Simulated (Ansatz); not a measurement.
SrO in the zincblende structure, relaxed with r2SCAN in Ansatz. Space group F-43m (No. 216), cubic; conventional cell a = 5.585 Å, 21.77 Å³ an atom. Around Sr lie 4 O at 2.42 Å; around O lie 4 Sr at 2.42 Å.

The axes x, y and z are those of this cell:
```
CELL_PARAMETERS angstrom
0.00000 2.79228 2.79228
2.79228 0.00000 2.79228
2.79228 2.79228 0.00000
ATOMIC_POSITIONS crystal
Sr 0.00000 0.00000 0.00000
O 0.25000 0.25000 0.25000
```

Unstrained: PBE gives an indirect gap of 2.519 eV, from W to Γ; the least direct gap is 3.363 eV at Γ. r2SCAN gives an indirect gap of 2.889 eV, from W to Γ; the least direct gap is 3.733 eV at Γ. With HSE06 the valence top lies at W and the conduction bottom at Γ, 3.851 eV higher; the smallest vertical gap, at Γ, is 4.737 eV. Meshes: PBE 8×8×8, r2SCAN 8×8×8, HSE06 6×6×6. Strains are changes of length per length, and xy shears are angles. After each strain the atoms were relaxed again with r2SCAN within the symmetry that the strain leaves, so tilts or polar shifts that break it weren't tested; points keep the names that they have in the unstrained zone. Simulation only: spin-unpolarised, and no claim that this is the phase found in nature.

(1) Estimate what xy shear, engineering strain (angle) +1.18 % does to the gap.

(2) For epitaxial -2.72 % in the xy plane, how far does the free direction move, and what happens to the gap?

(3) Apply uniaxial -0.4 % along [111], other directions held. How far does the gap move, against the unstrained cell?

Answers

(1) PBE: the gap goes from 2.519 to 2.519 eV (0.000 eV). r2SCAN: the gap goes from 2.889 to 2.888 eV (-0.001 eV). HSE06: the gap goes from 3.851 to 3.851 eV (0.000 eV). The r2SCAN energy rises by 0.3 meV an atom.

(2) The normal strain at zero normal stress is +4.21 %, 1.55 of the in-plane strain with the sign turned. PBE: the gap goes from 2.519 to 2.523 eV (+0.004 eV); the edges go from W → Γ to (0.297, -1/2, -0.203) → Γ. r2SCAN: the gap goes from 2.889 to 2.900 eV (+0.011 eV); the edges go from W → Γ to (0.297, -1/2, -0.203) → Γ. HSE06: the gap goes from 3.851 to 3.859 eV (+0.008 eV); the edges go from W → Γ to (0.297, -1/2, -0.203) → Γ.

(3) PBE: the gap goes from 2.519 to 2.530 eV (+0.011 eV). r2SCAN: the gap goes from 2.889 to 2.899 eV (+0.010 eV). HSE06: the gap goes from 3.851 to 3.863 eV (+0.012 eV). The r2SCAN energy rises by 0.1 meV an atom.

Where an edge lies off the special points, it is a point of the mesh or the k point where a search put PBE's edge or least direct gap, reused for the other functionals, whose own edges may lie a little apart.

Coordinates of k points refer to the reciprocal vectors of the primitive cell of the runs.

The meshes of the hybrids are coarse, so their gaps aren't converged to the digits shown.
